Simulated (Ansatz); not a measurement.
# KBr: band gap under strain

How does strain move the band edges of KBr, database structure, and do the functionals agree on it? States: +2.0 % strain along z alone; +1.9 % strain along x alone.

Program: Ansatz 0.2.0. PAW datasets, plane waves. Spin-unpolarised throughout; all numbers are computed.

**1. The cell**

The unstrained cell was relaxed with r2SCAN; in each strained cell the atoms were relaxed again with r2SCAN. Names of k-points are those of the unstrained zone, where strain can split equivalent points. First state: +2.0 % strain along z alone.

The symmetry is P4/mmm (No. 123, tetragonal); conventional cell a = 3.976 Å, c = 4.056 Å, 32.06 Å³ an atom. Near K stand 8 Br at 3.47 Å and 4 K at 3.98 Å; near Br stand 8 K at 3.47 Å and 4 Br at 3.98 Å.

The structure in full:

```cif
data_structure
_symmetry_space_group_name_H-M 'P4/mmm'
_symmetry_Int_Tables_number 123
_cell_length_a 3.9759
_cell_length_b 3.9759
_cell_length_c 4.0562
_cell_angle_alpha 90.000
_cell_angle_beta 90.000
_cell_angle_gamma 90.000
_cell_volume 64.12
loop_
_atom_site_label
_atom_site_type_symbol
_atom_site_symmetry_multiplicity
_atom_site_Wyckoff_symbol
_atom_site_fract_x
_atom_site_fract_y
_atom_site_fract_z
_atom_site_occupancy
K1 K 1 a 0.00000 0.00000 0.00000 1
Br1 Br 1 d 0.50000 0.50000 0.50000 1
```

From earlier runs on the unstrained cell: PBE 4.02 eV, r2SCAN 4.77 eV, HSE06 5.19 eV, G0W0 6.38 eV (on its mesh); a = 3.976 Å.

**2. +2.0 % strain along z alone: PBE**

input.yaml

```yaml
crystal:
  lattice:
    - [3.9758690661, 0.0, 0.0]
    - [0.0, 3.9758690661, 0.0]
    - [0.0, 0.0, 4.0561816212]
  atoms:
    - { symbol: K, position: [0.0, 0.0, 0.0] }
    - { symbol: Br, position: [0.5, 0.5, 0.5] }
kpoints:
  mp_grid: { grid: [6, 6, 6] }
  band_path:
    path:
      - [0.0, 0.0, 0.0]
      - [0.0, 0.5, 0.0]
      - [0.5, 0.5, 0.0]
      - [0.5, 0.5, 0.5]
      - [0.0, 0.5, 0.5]
    npoints: 1
hamiltonian:
  xc: pbe
scf:
  occupations: { method: fermi_dirac, width: 0.02 }
  n_extra_bands: 4
output:
  forces: true
  stress: true
  eigenvalues: true
```

Launch:

```
ansatz run input.yaml --threads 4 --pin off --max-ram 4608MiB --backend cpu --events-out ev --progress --plain --runs-dir out
```

Further steps of the session: +2.0 % strain along z alone: r2SCAN; +2.0 % strain along z alone: HSE06; +2.0 % strain along z alone: G0W0@PBE; +1.9 % strain along x alone: PBE; +1.9 % strain along x alone: r2SCAN; +1.9 % strain along x alone: HSE06; +1.9 % strain along x alone: G0W0@PBE.

Before running it: what results should come out?

The runs gave:

Least gap in eV (negative: overlap), with the change from the unstrained cell in brackets. G0W0 is on its own coarse mesh.

| state | volume change (%) | PBE | r2SCAN | HSE06 | G0W0 |
| --- | --- | --- | --- | --- | --- |
| +2.0 % strain along z alone | +2.0 | 3.92 (-0.10) | 4.66 (-0.11) | 5.08 (-0.11) | 6.28 (-0.10) |
| +1.9 % strain along x alone | +1.9 | 3.93 (-0.09) | 4.66 (-0.11) | 5.09 (-0.10) | 6.29 (-0.09) |

In words: The largest move of the HSE06 gap in the table is -0.110 eV, under +2.0 % strain along z alone. PBE and HSE06 differ by 1.17 eV on the unstrained gap, and by at most 0.01 eV on its change: the two disagree on the size of the gap but agree on its response to strain. G0W0 values are finite-basis, finite-mesh values.
